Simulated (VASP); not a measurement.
Wanted: the native input for a VASP 6.6.1 run.

| Quantity | Value |
| --- | --- |
| Task | relaxation of cell and atoms |
| Functional | PBEsol |
| Potentials or basis | VASP PAW PBE potentials, release 64 (Ta_pv, C) |
| Cutoff | 600 eV |
| k mesh | 16 × 16 × 16 |
| Occupations | gaussian, width 0.1 eV |
| Spin | no spin polarisation |
| Further INCAR settings | ALGO = Normal; EDIFF = 1e-07; IBRION = 2; EDIFFG = -0.005; NSW = 90; ISIF = 3 |

The structure of TaC lies in POSCAR:

```
TaC
1.0
    0.0000000000      2.2338976900      2.2338976900
    2.2338976900      0.0000000000      2.2338976900
    2.2338976900      2.2338976900      0.0000000000
Ta C
1 1
Direct
    0.0000000000      0.0000000000      0.0000000000
    0.5000000000      0.5000000000      0.5000000000
```

The cell is a database's computed one.

The input as run:

INCAR

```
PREC = Accurate ; ENCUT = 600
EDIFF = 1E-7 ; ISMEAR = 0
SIGMA = 0.1 ; LREAL = F
LASPH = T ; NELM = 100
ALGO = Normal ; ISIF = 3
LWAVE = F ; LCHARG = F
GGA = PS ; IBRION = 2
NSW = 90 ; EDIFFG = -0.005
```

KPOINTS

```
regular mesh
0
Gamma
  16 16 16
```

Potentials or basis: VASP PAW PBE potentials, release 64 (Ta_pv, C).

Command:

```console
$ cat potpaw_PBE.64/Ta_pv/POTCAR potpaw_PBE.64/C/POTCAR > POTCAR
$ mpirun -np 1 vasp_std > vasp.out
```

Results of the run:

```json
{
 "Relaxed volume": "10.96 Å³/atom",
 "Relaxed cell": "a = 3.141 Å, b = 3.141 Å, c = 3.141 Å, α = 60.00°, β = 60.00°, γ = 60.00°",
 "Space group after relaxing (to 0.05 Å)": "Fm-3m (No. 225)",
 "Energy gained by relaxing": "3.3 meV/atom",
 "Ionic steps": "4",
 "Pressure after relaxing": "0.0 GPa",
 "Band gap on the k mesh": "none (metal or under the smearing width)"
}
```

Caveat: the PAW data sets were made with another functional, which shifts forces and pressure a little.

Wall time 76 s on 1 thread of AMD EPYC 9R14 (Zen 4), with other jobs on the host, peak memory 0.18 GiB.
